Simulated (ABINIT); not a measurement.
# BN (P1) in ABINIT: single point with PBE

Aim: the single point of BN with PBE.

Everything below comes from runs of ABINIT 10.8.3 (patched build). Logs are shortened: lines on timing, memory, paths and dates and some standing lists are left out, and cuts for length are marked. The log counts tension as positive stress, the text compression.

### Step 1. The structure

The typed cell holds 2 atoms: a = 2.508 Å, b = 2.508 Å, c = 3.274 Å, α = 101.11°, β = 101.11°, γ = 119.81°.

The cell comes from a database or a generator and needn't be the stable form of this composition.

### Step 2. Single point, PBE

Input file run.abi:

```
# Pseudopotentials
pp_dirpath "./"
pseudos "N.GGA_PBE-JTH.xml, B.GGA_PBE-JTH.xml"

# Structure
acell 4.7395104555 4.7395104555 6.1865032585
rprim
     1.0000000000     0.0000000000     0.0000000000
    -0.4970854952     0.8677015676     0.0000000000
    -0.1926426330    -0.3323752110     0.9232635242
ntypat 2
znucl 7 5
natom 2
typat 1 2
xred
     0.6685060000     0.3323850000     0.9849990000
     0.9796430000     0.9834990000     0.0018060000
chkprim 0
chksymtnons 0
tolsym 1.0e-6

# Plane-wave basis
ecut 22.0
pawecutdg 44.0
pawxcdev 0
pawovlp 30

# k points
kptopt 1
ngkpt 10 10 7
nshiftk 1
shiftk 0.0 0.0 0.0

# Exchange and correlation
ixc 11

# Bands and occupations
nband 8
occopt 3
tsmear 0.05 eV

# SCF cycle
nstep 100
tolvrs 1.0e-9

# Output
iomode 3
prtwf 0
prteig 0
prtebands 0
enunit 1
prtden 1
prtvha 1
prtvclmb 1
prtpot 1
```

Potentials or basis: JTH PAW PBE v2.0.

Started as:

```sh
$ abinit run.abi > log 2>&1
```

run.abo:

```text
.Version 10.8.3 of ABINIT
 Symmetries : space group P1 (#  1); Bravais aP (primitive triclinic)
================================================================================
 Values of the parameters that define the memory need of the present run
     intxc =       0    ionmov =       0      iscf =      17    lmnmax =       8
     lnmax =       4     mgfft =      30  mpssoang =       2    mqgrid =    3001
     natom =       2  nloc_mem =       2    nspden =       1   nspinor =       1
    nsppol =       1      nsym =       1    n1xccc =       1    ntypat =       2
    occopt =       3   xclevel =       2
       mpw =         566          nfft =       12000          nkpt =         352
 PAW method is used; the additional fine FFT grid is defined by:
   mgfftf=        40    nfftf =     36000
================================================================================
================================================================================

--------------------------------------------------------------------------------
------------- Echo of variables that govern the present computation ------------
--------------------------------------------------------------------------------
 -outvars: echo values of preprocessed input variables --------
            acell      4.7395104555E+00  4.7395104555E+00  6.1865032585E+00 Bohr
              amu      1.40067400E+01  1.08110000E+01
          chkprim           0
      chksymtnons           0
             ecut      2.20000000E+01 Hartree
           enunit           1
                       outvar_i_n : Printing only first  50 k-points.
              ixc          11
                       outvar_i_n : Printing only first  50 k-points.
         kptrlatt       10    0    0      0   10    0      0    0    7
          kptrlen      4.33055228E+01
            natom           2
            nband           8
            ngfft          20      20      30
          ngfftdg          30      30      40
             nkpt         352
            nstep         100
             nsym           1
           ntypat           2
                       prtocc : prtvol=0, do not print more k-points.
           occopt           3
        pawecutdg      4.40000000E+01 Hartree
          pawovlp      3.0000000000E+01
         pawxcdev           0
        prtebands           0
           prteig           0
           prtpot           1
         prtvclmb           1
           prtvha           1
            prtwf           0
            rprim      1.0000000000E+00  0.0000000000E+00  0.0000000000E+00
                      -4.9708549520E-01  8.6770156760E-01  0.0000000000E+00
                      -1.9264263300E-01 -3.3237521100E-01  9.2326352420E-01
          spgroup           1
           tolsym      1.00000000E-06
           tolvrs      1.00000000E-09
           tsmear      1.83746611E-03 Hartree
            typat      1  2
           useylm           1
                       outvars : Printing only first  50 k-points.
           xangst      6.4104797520E-01 -3.4844614479E-01  2.9771988755E+00
[... 132 lines left out ...]
       0.979643000000      0.983499000000      0.001806000000
 rms dE/dt=  1.4997E-01; max dE/dt=  1.8808E-01; dE/dt below (all hartree)
    1       0.153990337165      0.091815481477     -0.188121300141
    2      -0.153874364153     -0.091465864284      0.188079869750

 cartesian coordinates (angstrom) at end:
    1      0.64104797520096    -0.34844614479322     2.97719887553985
    2      1.22970696252646     2.13835591476903     0.00545870723648

 cartesian forces (hartree/bohr) at end:
    1     -0.03247853382842    -0.04088972711821     0.01143499145657
    2      0.03247853382842     0.04088972711821    -0.01143499145657
 frms,max,avg= 3.0863052E-02 4.0889727E-02  -1.223E-05 -4.952E-05 -1.675E-05 h/b

 cartesian forces (eV/Angstrom) at end:
    1     -1.67011335918951    -2.10263430838725     0.58801090266954
    2      1.67011335918951     2.10263430838725    -0.58801090266954
 frms,max,avg= 1.5870420E+00 2.1026343E+00  -6.291E-04 -2.546E-03 -8.614E-04 e/A
 length scales=  4.739510455500  4.739510455500  6.186503258500 bohr
              =  2.508040922186  2.508040922186  3.273756537354 angstroms
 Fermi (or HOMO) energy (eV) =   6.07445   Average Vxc (eV)= -10.67523
 Eigenvalues (   eV  ) for nkpt= 352  k points:
 kpt#   1, nband=  8, wtk=  0.00143, kpt=  0.0000  0.0000  0.0000 (reduced coord)
 -13.96421    0.52310    1.85897    3.48011    9.81489   14.50202   16.61329   17.20957
 prteigrs : prtvol=0 or 1, do not print more k-points.

--- !EnergyTerms
iteration_state     : {dtset: 1, }
comment             : Components of total free energy in Hartree
kinetic             :  7.87907212026602E+00
hartree             :  3.43924040270645E+00
xc                  : -3.87697583020180E+00
Ewald energy        : -1.01493083145817E+01
psp_core            :  5.23741478598649E-01
local_psp           : -1.22035300084554E+01
PAW spherical_terms :  1.41174606363997E+00
internal            : -1.29760140880278E+01
'-kT*entropy'       : -8.11001637252360E-15
total_energy        : -1.29760140880279E+01
total_energy_eV     : -3.53095331282617E+02
...

--- !EnergyTermsDC
iteration_state     : {dtset: 1, }
comment             : '"Double-counting" decomposition of free energy'
band_energy         : -9.29120247710251E-01
Ewald energy        : -1.01493083145817E+01
psp_core            :  5.23741478598649E-01
xc_dc               : -2.65849986817011E+00
PAW spherical_terms :  2.37173586281890E-01
internal            : -1.29760133655815E+01
'-kT*entropy'       : -8.11001637252360E-15
total_energy_dc     : -1.29760133655815E+01
total_energy_dc_eV  : -3.53095311623851E+02
...

--- !EnergyTermsWithPAWCore
iteration_state     : {dtset: 1, }
comment             : 'Components of total free energy, including PAW core contributions'
Total energy        : -7.96947680076783E+01
Total energy DC     : -7.96947672852320E+01
Total energy (eV)   : -2.16860511404078E+03
Total energy DC (eV): -2.16860509438202E+03
...

 Cartesian components of stress tensor (hartree/bohr^3)
  sigma(1 1)=  1.55167350E-04  sigma(3 2)= -3.98886209E-05
  sigma(2 2)= -2.59220042E-04  sigma(3 1)= -1.84876641E-05
  sigma(3 3)= -2.13007549E-04  sigma(2 1)=  1.74397711E-04

-Cartesian components of stress tensor (GPa)         [Pressure=  3.1094E+00 GPa]
- sigma(1 1)=  4.56518104E+00  sigma(3 2)= -1.17356374E+00
- sigma(2 2)= -7.62651695E+00  sigma(3 1)= -5.43925857E-01
- sigma(3 3)= -6.26689845E+00  sigma(2 1)=  5.13095781E+00

== END DATASET(S) ==============================================================
================================================================================

 -outvars: echo values of variables after computation  --------
            acell      4.7395104555E+00  4.7395104555E+00  6.1865032585E+00 Bohr
           etotal     -1.2976013366E+01
            fcart     -3.2478533828E-02 -4.0889727118E-02  1.1434991457E-02
                       3.2478533828E-02  4.0889727118E-02 -1.1434991457E-02
            rprim      1.0000000000E+00  0.0000000000E+00  0.0000000000E+00
                      -4.9708549520E-01  8.6770156760E-01  0.0000000000E+00
                      -1.9264263300E-01 -3.3237521100E-01  9.2326352420E-01
           strten      1.5516734977E-04 -2.5922004231E-04 -2.1300754868E-04
                      -3.9888620928E-05 -1.8487664092E-05  1.7439771137E-04
           xangst      6.4104797520E-01 -3.4844614479E-01  2.9771988755E+00
                       1.2297069625E+00  2.1383559148E+00  5.4587072365E-03
             xred      6.6850600000E-01  3.3238500000E-01  9.8499900000E-01
                       9.7964300000E-01  9.8349900000E-01  1.8060000000E-03
 Calculation completed.
```

It took 1.8 min on 1 thread of Intel Xeon at 2.50GHz (Skylake/Cascade Lake), shared host; peak memory 0.13 GiB.

Results:

| Quantity | Value |
| --- | --- |
| Free energy | -353.0953 eV |
| Largest force | 2.749 eV/Å |
| Band gap on the k mesh | 2.92 eV, indirect (least direct gap 4.59 eV) |

Forces in eV/Å, atoms in the order of the input:
```
N   -1.670 -2.103  0.588
B    1.670  2.103 -0.588
```

Levels at points of the mesh, in eV from the valence-band top:
| k point | band 1 | band 2 | band 3 | band 4 | band 5 | band 6 | band 7 | band 8 |
| --- | --- | --- | --- | --- | --- | --- | --- | --- |
| (0.00, 0.00, 0.00) | -18.32 | -3.84 | -2.50 | -0.88 | 5.46 | 10.14 | 12.25 | 12.85 |
| (0.50, 0.00, 0.00) | -14.90 | -9.13 | -4.89 | -1.64 | 4.86 | 9.40 | 13.63 | 17.16 |
| (0.00, 0.50, 0.00) | -15.06 | -9.39 | -4.15 | -1.11 | 3.73 | 9.54 | 13.93 | 17.23 |
| (0.50, 0.50, 0.00) | -15.15 | -9.57 | -4.30 | -0.19 | 6.15 | 8.98 | 12.46 | 14.56 |

Caveat: the cutoff is too short for stress, so the log's stress isn't used; an odd mesh through Γ misses points on the zone boundary, where band edges often lie; forces of over 1 eV/Å show positions far from the minimum, so gaps and moduli don't describe the material at rest; the atomic spheres overlap.
